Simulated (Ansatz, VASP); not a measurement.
# TaN in VASP and in Ansatz

File INCAR:

```
  PREC = Accurate
  ENCUT = 520
  EDIFF = 1E-6
  ISMEAR = 0
  SIGMA = 0.05
  LREAL = False
  LASPH = True
  NELM = 150
  ALGO = Fast
  ISIF = 2
  LWAVE = False
  LCHARG = False
  ISPIN = 2
  MAGMOM = 0 0
  LORBIT = 11
  LMAXMIX = 4
  LDAU = True
  LDAUTYPE = 2
  LDAUL = 2 -1
  LDAUU = 4 0
  LDAUJ = 0 0
  LDAUPRINT = 1
  GGA = PE
  NBANDS = 19
```

Contents of KPOINTS:

```
regular mesh
0
Gamma
  7 7 7
```

File POSCAR:

```
TaN
1.0
    2.9380011100      0.0000000000      0.0000000000
   -1.4690005500      2.5443836000      0.0000000000
    0.0000000000      0.0000000000      2.8830022100
Ta N
1 1
Direct
    0.3333333333      0.6666666667      0.5000000000
    0.0000000000      0.0000000000      0.0000000000
```

Input for Ansatz:

```yaml
crystal:
  lattice:
    - [2.93800111, 0.0, 0.0]
    - [-1.46900055, 2.5443836, 0.0]
    - [0.0, 0.0, 2.88300221]
  atoms:
    - { symbol: Ta, position: [0.3333333333, 0.6666666667, 0.5], spin: 2.0 }
    - { symbol: "N", position: [0.0, 0.0, 0.0] }
basis:
  ecutwfc: 420
  ecutrho_ratio: 4
kpoints:
  mp_grid: { grid: [7, 7, 7] }
hamiltonian:
  xc: pbe
  hubbard:
    sites:
      - { site: 0, l: d, u_eff: 4.0, starting_ns: [{ spin: up, occupation_matrix: s0up }, { spin: down, occupation_matrix: s0down }] }
    occupation_matrices:
      s0up:
        matrix:
          - [0.46578, -0.39862, -0.11706, 0.22792, -0.01506]
          - [-0.39862, 0.53359, 0.0857, 0.04478, -0.23642]
          - [-0.11706, 0.0857, 0.05303, -0.08987, 0.03413]
          - [0.22792, 0.04478, -0.08987, 0.52974, -0.40298]
          - [-0.01506, -0.23642, 0.03413, -0.40298, 0.41786]
      s0down:
        matrix:
          - [0.02, 0.0, 0.0, 0.0, 0.0]
          - [0.0, 0.02, 0.0, 0.0, 0.0]
          - [0.0, 0.0, 0.02, 0.0, 0.0]
          - [0.0, 0.0, 0.0, 0.02, 0.0]
          - [0.0, 0.0, 0.0, 0.0, 0.02]
    ns_hold: { iters: 12 }
scf:
  occupations: { method: gaussian, width: 0.05 }
  lower_state_search: "off"
  max_iter: 150
output:
  forces: true
  stress: true
  eigenvalues: true
  populations: true
  hubbard: { sites: [{ site: 0, l: d }] }
magnetization:
  spin_polarized: true
```

Alike in both runs: task single point; functional PBE; k mesh 7 × 7 × 7; occupations gaussian, width 0.05 eV; collinear spin; Hubbard terms Ta d U = 4.0 eV.

|  | VASP | Ansatz |
| --- | --- | --- |
| version | VASP 6.6.1 | Ansatz 0.2.0 |
| potentials or method | VASP PAW PBE potentials, release 64 (Ta_pv, N) | scalar-relativistic, plane waves, PAW |
| plane-wave cutoff (eV) | 520 | 420 |
| valence electrons in the cell | 16 | 18 |

Ansatz gave:

* gap on the k mesh at the Fermi level (eV): none
* pressure (GPa): 8.4
* largest component of the traceless stress (GPa): 0.47
* net moment per atom (μB): 0.00

Q: Which values does VASP return?

A: gap on the k mesh at the Fermi level (eV): none; pressure (GPa): 18.4; largest component of the traceless stress (GPa): 1.73; net moment per atom (μB): 0.00.

The programs project onto different local orbitals, so the same U acts differently. A gap of «none» marks a metal or a gap that the smearing closes. The two sets of potentials don't hold the same shells in valence. Ansatz warned: «filled_band_counts_differ_across_k_points».

Spin-orbit coupling is left out, which matters for the levels of Ta. The state reached can hang on the start; a lower one may exist.
